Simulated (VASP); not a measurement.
# BN: G0W0 quasiparticle levels with PBE

BN:

```xyz
2
Lattice="0.0000 1.8130 1.8130 1.8130 0.0000 1.8130 1.8130 1.8130 0.0000" Properties=species:S:1:pos:R:3 pbc="T T T"
N     0.9065    0.9065    0.9065
B     0.0000    0.0000    0.0000
```

The cell is a database's computed one.

```json
{
 "Program": "VASP 6.6.1",
 "Task": "G0W0 quasiparticle levels",
 "Functional": "PBE",
 "Potentials or basis": "VASP PAW PBE potentials, release 64 (N_GW, B_GW)",
 "Cutoff": "500 eV",
 "k mesh": "6 × 6 × 6",
 "Occupations": "gaussian, width 0.01 eV",
 "Spin": "no spin polarisation",
 "Cutoff of the response function": "120",
 "Frequency points": "64",
 "Empty bands": "52",
 "GW scheme": "G0W0",
 "GW iterations": "1",
 "Valence bands in the BSE": "4",
 "Conduction bands in the BSE": "4",
 "Further INCAR settings": "ALGO = BSE; EDIFF = 1e-08; NBANDS = 56"
}
```

The band gap on the k mesh, mean-field level is 4.45 eV, indirect (least direct gap 8.78 eV), the quasiparticle gap is 5.82 eV and the least direct quasiparticle gap is 10.80 eV.

Levels at points of the mesh, in eV from the valence-band top:
| k point | band 1 | band 2 | band 3 | band 4 | band 5 | band 6 | band 7 | band 8 |
| --- | --- | --- | --- | --- | --- | --- | --- | --- |
| (0.00, 0.00, 0.00) | -20.13 | 0.00 | 0.00 | 0.00 | 8.78 | 8.78 | 8.78 | 10.20 |
| (0.50, 0.00, 0.00) | -15.96 | -10.61 | -1.93 | -1.93 | 10.02 | 10.66 | 10.66 | 15.17 |
| (0.50, 0.50, 0.00) | -14.60 | -8.86 | -4.86 | -4.86 | 4.45 | 9.18 | 17.79 | 17.79 |

Dielectric function (mean over the directions given):
```
energy (eV)  real part  imaginary part
       0.32       4.42            0.00
       0.96       4.44            0.00
       1.60       4.48            0.01
       2.32       4.56            0.01
       2.96       4.65            0.02
       3.68       4.79            0.02
       4.32       4.96            0.03
       5.04       5.21            0.04
       5.69       5.50            0.05
       6.41       5.93            0.07
       7.05       6.47            0.10
       7.69       7.23            0.14
       8.41       8.58            0.25
       9.05      10.79            0.49
       9.77      18.06            2.48
      10.41      22.47           25.74
      11.13       1.16           12.32
      11.77     -13.70           13.25
      12.49      -7.25           17.13
      13.13      -8.63            6.59
      13.77      -5.43            5.51
      14.49      -2.12            1.43
      15.14      -0.73            4.96
      15.86      -4.00            2.58
      16.50      -2.07            3.22
      17.22      -3.39            3.39
      17.86      -3.33            1.93
      18.58      -2.66            1.03
      19.22      -2.46            0.39
      19.94      -1.62            0.07
```

Lowest excitation energies (eV) and strengths:
| energy | strength |
| --- | --- |
| 10.092 | 11.5 |
| 10.092 | 11.5 |
| 10.092 | 11.5 |
| 10.092 | 0 |
| 10.092 | 0 |
| 10.092 | 0 |
| 10.109 | 0 |
| 10.109 | 0 |
| 10.135 | 0 |
| 10.457 | 18.1 |

It took 100 s on 1 thread of Intel(R) Xeon(R) Platinum 8559C (Emerald Rapids) (shared host), peak memory 0.29 GiB.

Caveat: the k mesh is coarse (spacing up to 0.50 Å⁻¹), so the values aren't converged; bands, screening cutoff and mesh are small and nothing is extrapolated, so the quasiparticle values aren't converged; spectra need much finer meshes, so this one isn't converged. A k mesh can miss the band edges.
